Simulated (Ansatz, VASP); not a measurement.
**KBr: VASP beside Ansatz**

```
CELL_PARAMETERS angstrom
0.10289 3.29250 3.29250
3.39539 0.00000 3.39539
3.29250 3.29250 0.10289
ATOMIC_POSITIONS crystal
K 0.00000 0.00000 0.00000
Br 0.50000 0.50000 0.50000
```

Change from the starting cell: strain +0.0625 x Voigt [0, 0, 0, 0, 1, 0], atoms carried along.

Alike in both runs: task single point; functional LDA; k mesh 6 × 6 × 6; occupations gaussian, width 0.05 eV; no spin polarisation.

|  | VASP | Ansatz |
| --- | --- | --- |
| version | VASP 6.6.1 | Ansatz 0.2.0 |
| potentials or method | VASP PAW LDA potentials, release 64 (K_sv, Br) | scalar-relativistic, plane waves, PAW |
| plane-wave cutoff (eV) | 520 | 420 |
| valence electrons in the cell | 16 | 16 |

```tsv
	VASP	Ansatz	Ansatz less VASP
gap on the k mesh at the Fermi level (eV)	3.97	3.96	-0.007
least direct gap on the mesh (eV)	3.97	3.96	-0.007
pressure (GPa)	-1.5	-1.6	-0.04
largest component of the traceless stress (GPa)	0.36	0.36	+0.004
```
